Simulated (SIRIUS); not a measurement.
GaP: equation of state with PBEsol

**What was measured.**

“Phosphorous dimerization in GaP at high pressure”, 2017, arxiv:1709.06667 reports, for a bulk crystal of GaP: bulk modulus 87.5 ± 0.6 GPa.

The system is GaP.

```
Ga P
1.0
     0.00000    2.72525    2.72525
     2.72525    0.00000    2.72525
     2.72525    2.72525    0.00000
Ga P
1 1
Direct
  0.00000 0.00000 0.00000
  0.75000 0.75000 0.75000
```

* Program: SIRIUS 7.12.0
* Task: equation of state
* Functional: PBEsol
* Potentials or basis: PseudoDojo 0.4.1 PBEsol standard (scalar relativistic)
* Cutoff: 1102 eV
* Density cutoff: 4408 eV
* k mesh: 8 × 8 × 8
* Occupations: fermi-dirac, width 0.05 eV
* Spin: no spin polarisation

```yaml
Equilibrium_volume: 20.12 Å³/atom
Bulk_modulus: 85 GPa
Pressure_derivative_of_the_bulk_modulus: 4.5
```

Energy against volume, from the lowest point:
```
volume (Å³/atom)  energy (meV/atom)
          19.026              17.27
          19.431               6.50
          19.836               0.92
          20.240               0.00
          20.645               3.25
          21.050              10.24
          21.455              20.58
```

All runs of the series together: 5.5 min on 1 thread of Intel(R) Xeon(R) Platinum 8259CL CPU @ 2.50GHz (Skylake/Cascade Lake) (shared host).

Measured bulk modulus of GaP: 87.5 GPa (“Phosphorous dimerization in GaP at high pressure”, 2017, arxiv:1709.06667). This calculation gives 85 GPa (-3.3 %). The fit is for a static lattice scaled at fixed shape and fixed fractional positions.
